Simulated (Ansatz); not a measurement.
# Mo: the cost of one run

Program: Ansatz 0.2.0. Level of theory: DFT PBE, scalar-relativistic, plane waves, PAW. These are calculated values, not measurements.

27 further runs of the same task are left out: 27 set aside as unsound or not needed.

## 1. The structure to begin with

Symmetry: Fm-3m, No. 225, cubic system. Conventional cell: a = 4.030 Å, b = 4.030 Å, c = 4.030 Å, α = 90.00°, β = 90.00°, γ = 90.00°. Mo (site symmetry m-3m) has 12 Mo at 2.85 Å as nearest neighbours.

Coordinates:

```cif
data_structure
_symmetry_space_group_name_H-M 'P 1'
_symmetry_Int_Tables_number 1
_cell_length_a 2.8496
_cell_length_b 2.8496
_cell_length_c 2.8496
_cell_angle_alpha 60.000
_cell_angle_beta 60.000
_cell_angle_gamma 60.000
_cell_volume 16.36
loop_
_atom_site_label
_atom_site_type_symbol
_atom_site_fract_x
_atom_site_fract_y
_atom_site_fract_z
_atom_site_occupancy
Mo1 Mo 0.00000 0.00000 0.00000 1
```

The structure comes from the Crystallography Open Database.

## 5. The grid

The energy is mapped over volume and the cell's shape.

The axes are (1) volume per atom: 7 values from 14.10 to 17.95 Å³; (2) c/a of the conventional cell: 9 values from 0.629 to 1.167.

Nothing else is relaxed (symmetry fixes all fractional coordinates). Energies count from the relaxed crystal. Points are written as (first, second).

(The set-up runs are not shown.)

## 6. Grid point (17.95 Å³, 1.000)

input.yaml

```yaml
crystal:
  lattice:
    - [0.0, 2.0780788474, 2.0780788474]
    - [2.0780788474, 0.0, 2.0780788474]
    - [2.0780788474, 2.0780788474, 0.0]
  atoms:
    - { symbol: Mo, position: [0.0, 0.0, 0.0] }
basis:
  ecutwfc: 420
kpoints:
  mp_grid: { grid: [22, 22, 22] }
hamiltonian:
  xc: pbe
scf:
  occupations: { method: gaussian, width: 0.15 }
output:
  forces: true
  stress: true
  eigenvalues: true
```

Launch:

```bash
ansatz run input.yaml --threads 1 --pin off --max-ram 2048MiB --backend cpu --events-out ev --progress --plain --runs-dir out
```

**Question.** How long does this run take on 1 thread of Arm Neoverse V2, shared host, and how much memory does it need?

About 2.8 s, with a peak of 0.33 GiB.
